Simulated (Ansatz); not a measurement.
A 2-atom cell of BN (Fmm2) from a materials database, relaxed with r2SCAN+rVV10 in the PAW code Ansatz. Space group Fmm2 (No. 42), orthorhombic; a = 2.502 Å, b = 6.586 Å, c = 4.327 Å in the conventional setting, 8.91 Å³ an atom. Around B lie 3 N at 1.44 Å; around N lie 3 B at 1.44 Å.

The axes x, y and z are those of this cell:
```xyz
2
Lattice="0.0000 3.2929 2.1633 1.2510 0.0000 2.1633 1.2510 3.2929 0.0000" Properties=species:S:1:pos:R:3 pbc="T T T"
B     1.2510    3.2929    0.0005
N     1.2510    3.2929    2.8840
```

Unstrained: PBE gives an indirect gap of 3.479 eV, from k = (1/2, 0.365, -0.135) to T; the least direct gap is 4.545 eV at Γ–Σ₀ (0.90 of the way from Γ). With r2SCAN the valence top lies at k = (1/2, 0.365, -0.135) and the conduction bottom at T, 3.936 eV higher; the smallest vertical gap, at Γ–Σ₀ (0.90 of the way from Γ), is 5.156 eV. With HSE06 the valence top lies at k = (1/2, 0.365, -0.135) and the conduction bottom at T, 4.677 eV higher; the smallest vertical gap, at Γ–Σ₀ (0.90 of the way from Γ), is 5.925 eV. Meshes: PBE 12×12×12, r2SCAN 12×12×12, HSE06 8×8×8. Strains are changes of length per length. After each strain the atoms were relaxed again with r2SCAN+rVV10 within the symmetry that the strain leaves, so tilts or polar shifts that break it weren't tested; points keep the names that they have in the unstrained zone. Spin-unpolarised throughout; all numbers are computed.

Task: Estimate what isotropic +1.63 % on every length does to the gap.

Result: PBE: the gap goes from 3.479 to 3.470 eV (-0.009 eV); the edges go from (1/2, 0.365, -0.135) → T to (1/2, 0.362, -0.138) → T. r2SCAN: the gap goes from 3.936 to 3.926 eV (-0.010 eV); the edges go from (1/2, 0.365, -0.135) → T to (1/2, 0.362, -0.138) → T. HSE06: the gap goes from 4.677 to 4.671 eV (-0.006 eV); the edges go from (1/2, 0.365, -0.135) → T to (1/2, 0.362, -0.138) → T.

Task: Estimate what uniaxial -2.49 % along x, other directions held does to the gap.

Result: PBE: the gap goes from 3.479 to 3.418 eV (-0.061 eV); the edges go from (1/2, 0.365, -0.135) → T to (0.497, 0.354, -0.146) → T. r2SCAN: the gap goes from 3.936 to 3.867 eV (-0.069 eV); the edges go from (1/2, 0.365, -0.135) → T to (0.497, 0.354, -0.146) → T. HSE06: the gap goes from 4.677 to 4.611 eV (-0.066 eV); the edges go from (1/2, 0.365, -0.135) → T to (0.497, 0.354, -0.146) → T.

Where an edge lies off the special points, it is a point of the mesh or the k point where a search put PBE's edge or least direct gap, reused for the other functionals, whose own edges may lie a little apart.

Coordinates of k points refer to the reciprocal vectors of the primitive cell of the runs.

The meshes of the hybrids are coarse, so their gaps aren't converged to the digits shown.
